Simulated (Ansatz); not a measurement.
## Relaxing Ti

All numbers below come from DFT PBE, scalar-relativistic, plane waves, PAW (Ansatz). Cutoff 420 eV, Γ-centred k mesh, Gaussian smearing, no spin polarisation in the final step.

The start puts Ti on the samarium (9R) structure type (R-3m, No. 166), at a guessed volume.

```yaml
crystal:
  lattice:
    - [1.52457, 0.88021, 7.36813]
    - [-1.52457, 0.88021, 7.36813]
    - [0.00000, -1.76042, 7.36813]
  atoms:
    - { symbol: Ti, position: [0.00000, 0.00000, 0.00000] }
    - { symbol: Ti, position: [0.22222, 0.22222, 0.22222] }
    - { symbol: Ti, position: [0.77778, 0.77778, 0.77778] }
```

Cell and atoms relax at zero pressure; the relaxation can't lower the symmetry of the start. After a coarse first stage the cell is made exact in the group found at 0.06 Å.

Energies count from the standard state of Ti at the same level.

What does it relax into?

It keeps R-3m (No. 166). The result has the samarium (9R) structure. Conventional cell: a = 2.931 Å, c = 21.081 Å. Around Ti on Wyckoff site a (1 atom of the primitive cell) lie 12 Ti at 2.88–2.93 Å; Ti on Wyckoff site c (2 atoms of the primitive cell) has 12 Ti at 2.88–2.93 Å.

```xyz
3
Lattice="1.4656 0.8462 7.0271 -1.4656 0.8462 7.0271 0.0000 -1.6924 7.0271" Properties=species:S:1:pos:R:3 pbc="T T T"
Ti    0.0000    0.0000    0.0000
Ti    0.0000    0.0000    4.6975
Ti    0.0000    0.0000   16.3838
```

What are its volume, energy, density and gap?

The volume per atom is 17.43 Å³, the density is 4.56 g/cm³ and the energy over the standard structure is 0.02 eV/atom. The gap on the 18×18×18 mesh is 0 eV (a metal).

The final run used a 18×18×18 mesh on its 3-atom cell and 0.10 eV smearing. The k mesh leaves about 4 meV/atom of noise in metals. Symmetry constrained the relaxation, so the result can be a saddle point.

This form isn't the element's structure at ambient conditions.